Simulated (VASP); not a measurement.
# GaSb (F-43m) in VASP: elastic constants with LDA

Aim: the elastic constants of GaSb with LDA.

Program: VASP 6.6.1. These are calculated values, not measurements. Logs are shortened: lines on timing, memory, paths and dates and some standing lists are left out, and cuts for length are marked.

### 1 The crystal as given

It takes space group F-43m (No. 216, cubic). The conventional cell has a = 6.050 Å, b = 6.050 Å, c = 6.050 Å, α = 90.00°, β = 90.00°, γ = 90.00°. Ga (site symmetry -43m) has 4 Sb at 2.62 Å as nearest neighbours. Sb (site symmetry -43m) has 4 Ga at 2.62 Å as nearest neighbours.

### 2 Elastic constants, LDA

The input, INCAR:

```
PREC = Accurate
ENCUT = 600
EDIFF = 1E-8
ISMEAR = -1
SIGMA = 0.15
LREAL = F
LASPH = T
NELM = 100
ALGO = Normal
ISIF = 3
LWAVE = F
LCHARG = T
IBRION = 6
NFREE = 2
POTIM = 0.015
NSW = 1
```

The input, KPOINTS:

```
Automatic mesh
0
Gamma
  12 12 12
```

The input, POSCAR:

```
GaSb
1.0
    0.0000000000      3.0250672561      3.0250672561
    3.0250672561      0.0000000000      3.0250672561
    3.0250672561      3.0250672561      0.0000000000
Ga Sb
1 1
Direct
    0.0000000000      0.0000000000      0.0000000000
    0.2500000000      0.2500000000      0.2500000000
```

Potentials or basis: VASP PAW LDA potentials, release 64 (Ga_d, Sb).

Command:

```bash
> cat potpaw_LDA.64/Ga_d/POTCAR potpaw_LDA.64/Sb/POTCAR > POTCAR
> mpirun -np 1 vasp_std > vasp.out
```

OUTCAR:

```text
PREC = Accurate
   ENCUT = 600
   EDIFF = 1E-8
   ISMEAR = -1
   LREAL = F
   LASPH = T
   NELM = 100
   ISIF = 3
   IBRION = 6
   NFREE = 2
   POTIM = 0.015
   NSW = 1

 ion  position               nearest neighbor table
   1  0.000  0.000  0.000-   2 2.62   2 2.62   2 2.62   2 2.62
   2  0.250  0.250  0.250-   1 2.62   1 2.62   1 2.62   1 2.62

  LATTYP: Found a face centered cubic cell.
 ALAT       =     6.0501345122

  Lattice vectors:

 A1 = (   0.0000000000,   3.0250672561,   3.0250672561)
 A2 = (   3.0250672561,   0.0000000000,   3.0250672561)
 A3 = (   3.0250672561,   3.0250672561,   0.0000000000)

Analysis of symmetry for initial positions (statically):
=====================================================================
 Subroutine PRICEL returns:
 Original cell was already a primitive cell.

 Routine SETGRP: Setting up the symmetry group for a
 face centered cubic supercell.

 Subroutine GETGRP returns: Found 24 space group operations
 (whereof 24 operations were pure point group operations)
 out of a pool of 48 trial point group operations.

The static configuration has the point symmetry T_d .

Analysis of symmetry for dynamics (positions and initial velocities):
=====================================================================
 Subroutine PRICEL returns:
 Original cell was already a primitive cell.

 Routine SETGRP: Setting up the symmetry group for a
 face centered cubic supercell.

 Subroutine GETGRP returns: Found 24 space group operations
 (whereof 24 operations were pure point group operations)
 out of a pool of 48 trial point group operations.

The dynamic configuration has the point symmetry T_d .

 Subroutine INISYM returns: Found 24 space group operations
 (whereof 24 operations are pure point group operations),
 and found     1 'primitive' translations

----------------------------------------------------------------------------------------

                                     Primitive cell

  volume of cell :      55.3650

  direct lattice vectors                    reciprocal lattice vectors
     0.000000000  3.025067256  3.025067256    -0.165285581  0.165285581  0.165285581
     3.025067256  0.000000000  3.025067256     0.165285581 -0.165285581  0.165285581
     3.025067256  3.025067256  0.000000000     0.165285581  0.165285581 -0.165285581

  length of vectors
     4.278091141  4.278091141  4.278091141     0.286283025  0.286283025  0.286283025

  position of ions in fractional coordinates (direct lattice)
     0.000000000  0.000000000  0.000000000
     0.250000000  0.250000000  0.250000000

  ion indices of the primitive-cell ions
   primitive index   ion index
                 1           1
                 2           2

----------------------------------------------------------------------------------------

 KPOINTS: Automatic mesh

Automatic generation of k-mesh.
 Grid dimensions read from file:
 generate k-points for:   12   12   12

 Generating k-lattice:

  Cartesian coordinates                     Fractional coordinates (reciprocal lattice)
    -0.013773798  0.013773798  0.013773798     0.083333333  0.000000000  0.000000000
     0.013773798 -0.013773798  0.013773798     0.000000000  0.083333333  0.000000000
[... 113 lines left out ...]
  Direction    XX          YY          ZZ          XY          YZ          ZX
  --------------------------------------------------------------------------------------
  -------------------------------------------------------------------------------------
  Total        0.0668187      0.0668187      0.0668187     -0.0000000      0.0000000     -0.0000000
  in kB        1.9336297      1.9336297      1.9336297     -0.0000000      0.0000000     -0.0000000
  external PRESSURE =       1.9336297 kB  Pullay stress =       0.0000000 kB
[... 89 lines left out ...]
  FREE ENERGIE OF THE ION-ELECTRON SYSTEM (eV)
  ---------------------------------------------------
  free  energy   TOTEN  =        -8.6712175663 eV

  energy  without entropy=       -8.6651355739  energy(sigma->0) =       -8.66817657

[... ionic steps 4 to 14 ...]

--------------------------------------- Ionic step       15  -------------------------------------------

 number of electron      18.0000003 magnetization

------------------------ aborting loop because EDIFF is reached ----------------------------------------
[... 67 lines left out ...]
--------------------------------------- Ionic step       17  -------------------------------------------

 number of electron      18.0000004 magnetization

 Free energy of the ion-electron system (eV)
  ---------------------------------------------------
  ext. energy  EPLUGINS =         0.00000000
  ---------------------------------------------------
  free energy    TOTEN  =        -8.67469279 eV

  energy without entropy =       -8.66833931  energy(sigma->0) =       -8.67151605

 E-fermi :   5.2243     XC(G=0):  -9.5421

 val. band max:        5.1440686053   @ k =   0.0000   0.0000   0.0000
 cond. band min:       5.3787984423   @ k =   0.0000   0.5000   0.0000
 fundamental gap:      0.2347298371
 Fermi energy:         5.2243183853

 k-point     1 :       0.0000    0.0000    0.0000
  band No.  band energies     occupation
      1     -10.1848      2.00000
      2     -10.1833      2.00000
      3     -10.1816      2.00000
      4     -10.1285      2.00000
      5     -10.1285      2.00000
      6      -6.7261      2.00000
      7       4.9807      1.67078
      8       5.0276      1.57551
      9       5.0735      1.46420
     10       5.1441      1.26130
     11       7.7343      0.00000
     12       7.7687      0.00000
     13       7.8047      0.00000
[... 354 lines left out ...]
  band No.  band energies     occupation
      1     -10.2182      2.00000
      2     -10.1683      2.00000
      3     -10.1670      2.00000
      4     -10.1305      2.00000
      5     -10.1290      2.00000
      6      -4.8088      2.00000
      7      -1.4783      2.00000
      8       2.1727      2.00000
      9       3.4828      1.99998
     10       6.7063      0.00010
     11       8.7515      0.00000
     12       9.6023      0.00000
     13      11.9555      0.00000

 [... further k-points ...]

------------------------ aborting loop because EDIFF is reached ----------------------------------------

  FORCE on cell =-STRESS in cart. coord.  units (eV):
  Direction    XX          YY          ZZ          XY          YZ          ZX
  --------------------------------------------------------------------------------------
  -------------------------------------------------------------------------------------
  Total        0.0668859      0.0690345      0.0690345      0.0000000      0.1171141      0.0000000
  in kB        1.9355762      1.9977521      1.9977521      0.0000000      3.3891027      0.0000000
  external PRESSURE =       1.9770268 kB  Pullay stress =       0.0000000 kB
[... 17 lines left out ...]
  FREE ENERGIE OF THE ION-ELECTRON SYSTEM (eV)
  ---------------------------------------------------
  free  energy   TOTEN  =        -8.6746927900 eV

  energy  without entropy=       -8.6683393087  energy(sigma->0) =       -8.67151605

 INTERNAL STRAIN TENSORS FROM STRAINED CELLS
 ============================================

 INTERNAL STRAIN TENSOR FOR ION    1 for displacements in x,y,z  (eV/Angst):
          X           Y           Z          XY          YZ          ZX
  --------------------------------------------------------------------------------
  x     0.00000     0.00000    -0.00000     0.00000     7.80240     0.00000
  y     0.00000     0.00000    -0.00000     0.00000    -0.00000     7.80214
  z     0.00000     0.00000    -0.00000     7.80137    -0.00000     0.00000

 INTERNAL STRAIN TENSORS FROM DISPLACED ATOMS
 ============================================

 INTERNAL STRAIN TENSOR FOR ION    1 for displacements in x,y,z  (eV/Angst):
          X           Y           Z          XY          YZ          ZX
  --------------------------------------------------------------------------------
  x     0.00000     0.00000     0.00000     0.00000     7.80405     0.00000
  y    -0.00000     0.00000    -0.00000     0.00000     0.00000     7.80405
  z     0.00000     0.00000     0.00000     7.80405     0.00000     0.00000

 INTERNAL STRAIN TENSOR FOR ION    2 for displacements in x,y,z  (eV/Angst):
          X           Y           Z          XY          YZ          ZX
  --------------------------------------------------------------------------------
  x     0.00000     0.00000     0.00000     0.00000    -7.80191     0.00000
  y     0.00000     0.00000     0.00000     0.00000     0.00000    -7.80191
  z     0.00000     0.00000     0.00000    -7.80191     0.00000     0.00000

 Eigenvectors and eigenvalues of the dynamical matrix
 ----------------------------------------------------

   1 f  =    6.753359 THz    42.432608 2PiTHz  225.267820 cm-1    27.929638 meV
             X         Y         Z           dx          dy          dz
      0.000000  0.000000  0.000000     0.000000    0.797660    0.000000
      1.512534  1.512534  1.512534     0.000000   -0.603107    0.000000
[... 21 lines left out ...]
   6 f/i=    0.002822 THz     0.017728 2PiTHz    0.094116 cm-1     0.011669 meV
             X         Y         Z           dx          dy          dz
      0.000000  0.000000  0.000000     0.000000    0.000000   -0.603107
      1.512534  1.512534  1.512534     0.000000    0.000000   -0.797660

--------------------------------------------------------------------------------------------------------

 ELASTIC MODULI CONTR FROM IONIC RELAXATION (kBar)
 Direction    XX          YY          ZZ          XY          YZ          ZX
 --------------------------------------------------------------------------------
 XX          -0.0000      0.0000     -0.0000      0.0000     -0.0000      0.0000
 YY           0.0000     -0.0000      0.0000      0.0000      0.0000     -0.0000
 ZZ          -0.0000      0.0000     -0.0000     -0.0000      0.0000      0.0000
 XY           0.0000      0.0000     -0.0000   -213.0212      0.0000      0.0000
 YZ          -0.0000      0.0000      0.0000      0.0000   -213.0212      0.0000
 ZX           0.0000     -0.0000      0.0000      0.0000      0.0000   -213.0212
 --------------------------------------------------------------------------------

 TOTAL ELASTIC MODULI (kBar)
 Direction    XX          YY          ZZ          XY          YZ          ZX
 --------------------------------------------------------------------------------
 XX         858.5189    406.8110    406.8110      0.0000     -0.0000      0.0000
 YY         406.8110    858.5189    406.8110      0.0000     -0.0000     -0.0000
 ZZ         406.8110    406.8110    858.5189     -0.0000     -0.0000      0.0000
 XY           0.0000      0.0000     -0.0000    401.7244      0.0000      0.0000
 YZ          -0.0000     -0.0000     -0.0000      0.0000    401.7244      0.0000
 ZX           0.0000     -0.0000      0.0000      0.0000      0.0000    401.7244
 --------------------------------------------------------------------------------
```

Run time: 20 min. Hardware: 1 thread of Intel Xeon 6975P-C (Granite Rapids), shared host; peak memory 0.76 GiB.

What came out:

```
Elastic constants C11, C12, C44                         : 86, 41, 40 GPa
Voigt bulk modulus                                      : 56 GPa
Highest phonon frequency at Γ, LO-TO splitting left out : 225 cm⁻¹
```

Phonon frequencies in cm⁻¹ (negative: imaginary):
| q point | frequencies |
| --- | --- |
| (0.000, 0.000, 0.000) | 0 0 0 225 225 225 |

Elastic tensor in Voigt notation (GPa, in the Cartesian axes of the cell as first typed):
```
86 41 41  0  0  0
41 86 41  0  0  0
41 41 86  0  0  0
 0  0  0 40  0  0
 0  0  0  0 40  0
 0  0  0  0  0 40
```

Clamped-ion elastic tensor (GPa):
```
86 41 41  0  0  0
41 86 41  0  0  0
41 41 86  0  0  0
 0  0  0 61  0  0
 0  0  0  0 61  0
 0  0  0  0  0 61
```

Spin-orbit coupling is left out, which matters for the levels of Sb.
